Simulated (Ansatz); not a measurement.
# CoSi2: the cost of one run

Method: DFT PBE, scalar-relativistic, plane waves, PAW, in Ansatz 0.2.0.

The COD entry's cell or inner coordinates are ideal or old and differ from later refinements, so a difference from it is no clean test against experiment.

1 further run of the same task is left out (set aside as unsound or not needed).

**1. The system as given**

It takes space group Fm-3m (No. 225, cubic). Conventional cell: a = 5.360 Å, b = 5.360 Å, c = 5.360 Å, α = 90.00°, β = 90.00°, γ = 90.00°. Co (site symmetry m-3m) is surrounded by 8 Si at 2.32 Å. Around Si (site symmetry -43m) lie 4 Co at 2.32 Å.

Structure file:

```cif
data_structure
_symmetry_space_group_name_H-M 'P 1'
_symmetry_Int_Tables_number 1
_cell_length_a 3.7900
_cell_length_b 3.7900
_cell_length_c 3.7900
_cell_angle_alpha 60.000
_cell_angle_beta 60.000
_cell_angle_gamma 60.000
_cell_volume 38.49
loop_
_atom_site_label
_atom_site_type_symbol
_atom_site_fract_x
_atom_site_fract_y
_atom_site_fract_z
_atom_site_occupancy
Co1 Co 0.00000 0.00000 0.00000 1
Si1 Si 0.25000 0.25000 0.25000 1
Si2 Si 0.75000 0.75000 0.75000 1
```

It is the result of an earlier relaxation at this level (volume 12.83 Å³/atom; gap on the mesh: none (metal)).

**2. Electronic structure at the relaxed geometry**

The input, input.yaml:

```yaml
crystal:
  lattice:
    - [0.0, 2.6799219398, 2.6799219398]
    - [2.6799219398, 0.0, 2.6799219398]
    - [2.6799219398, 2.6799219398, 0.0]
  atoms:
    - { symbol: Co, position: [0.0, 0.0, 0.0] }
    - { symbol: Si, position: [0.25, 0.25, 0.25] }
    - { symbol: Si, position: [0.75, 0.75, 0.75] }
basis:
  ecutwfc: 420
kpoints:
  mp_grid: { grid: [14, 14, 14] }
  band_path:
    path:
      - [[0.0, 0.0, 0.0], [0.5, 0.0, 0.5], [0.625, 0.25, 0.625]]
      - [[0.375, 0.375, 0.75], [0.0, 0.0, 0.0], [0.5, 0.5, 0.5], [0.5, 0.25, 0.75], [0.5, 0.0, 0.5]]
    npoints: 14
hamiltonian:
  xc: pbe
scf:
  occupations: { method: gaussian, width: 0.1 }
  n_extra_bands: 7
output:
  forces: true
  stress: true
  eigenvalues: true
  populations: true
  dos: { projected: true, de: 0.02, nscf_kmesh: { grid: [21, 21, 21] } }
  bader: true
```

The run is started by

```bash
> ansatz run input.yaml --threads 1 --pin off --max-ram 2560MiB --backend cpu --events-out ev --progress --plain --runs-dir out
```

Q: Estimate wall time and peak memory on 1 thread of AMD EPYC (Zen 3), shared host.

About 2.1 min, with a peak of 0.41 GiB.
